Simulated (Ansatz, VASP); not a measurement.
**Two plane-wave programs on Mn**

File INCAR:

```
PREC = Accurate
ENCUT = 520
EDIFF = 1E-6
ISMEAR = -1
SIGMA = 0.05
LREAL = F
LASPH = T
NELM = 150
ALGO = Normal
ISIF = 2
LWAVE = F
LCHARG = T
ISPIN = 2
MAGMOM = 0.516
LORBIT = 11
LMAXMIX = 4
GGA = B5
ALDAX = 1.0
AGGAX = 1.0
AGGAC = 1.0
ALDAC = 0.0
LELF = T
LVHAR = T
NBANDS = 16
```

File KPOINTS:

```
regular mesh
0
Gamma
  15 15 15
```

POSCAR

```
Mn
1.0
    2.2221023936      0.0000000000      0.0000000000
    0.0000000000      2.2221023936      0.0000000000
    0.0000000000      0.0000000000      2.2221023936
Mn
1
Direct
    0.0000000000      0.0000000000      0.0000000000
```

Input for Ansatz:

```yaml
crystal:
  lattice:
    - [2.2221023936, 0.0, 0.0]
    - [0.0, 2.2221023936, 0.0]
    - [0.0, 0.0, 2.2221023936]
  atoms:
    - { symbol: Mn, position: [0.0, 0.0, 0.0], spin: 0.516 }
hamiltonian:
  xc: blyp
  pseudopotentials:
    kind: paw
    azcp:
      Mn: "pseudopotentials/Mn.paw.azcp"
basis:
  ecutwfc: 420
  fft_grid_basis: typed
kpoints:
  mp_grid: { grid: [15, 15, 15], shift: [0, 0, 0] }
magnetization:
  spin_polarized: true
scf:
  occupations: { method: fermi_dirac, width: 0.05 }
  lower_state_search: "off"
output:
  stress: true
```

Alike in both runs: task single point; functional BLYP; k mesh 15 × 15 × 15; occupations fermi-dirac, width 0.05 eV; collinear spin.

|  | VASP | Ansatz |
| --- | --- | --- |
| version | VASP 6.6.1 | Ansatz 0.2.0 |
| potentials or method | VASP PAW PBE potentials, release 64 (Mn_pv) | plane waves (420 eV) with PAW, scalar-relativistic |
| plane-wave cutoff (eV) | 520 | 420 |
| valence electrons in the cell | 13 | 15 |

VASP gave:

| Quantity | Value |
| --- | --- |
| net moment per atom (μB) | 0.18 |
| size of the moment on the site where the two differ most (μB) | 0.18 |

**Question.** Which values does Ansatz return?

**Answer.** net moment per atom (μB): 0.19; size of the moment on the site where the two differ most (μB): 0.18.

Site moments also hang on the region over which each program counts them. With one functional, cell and mesh, what is left measures potentials, basis and numerics. The two sets of potentials don't hold the same shells in valence.
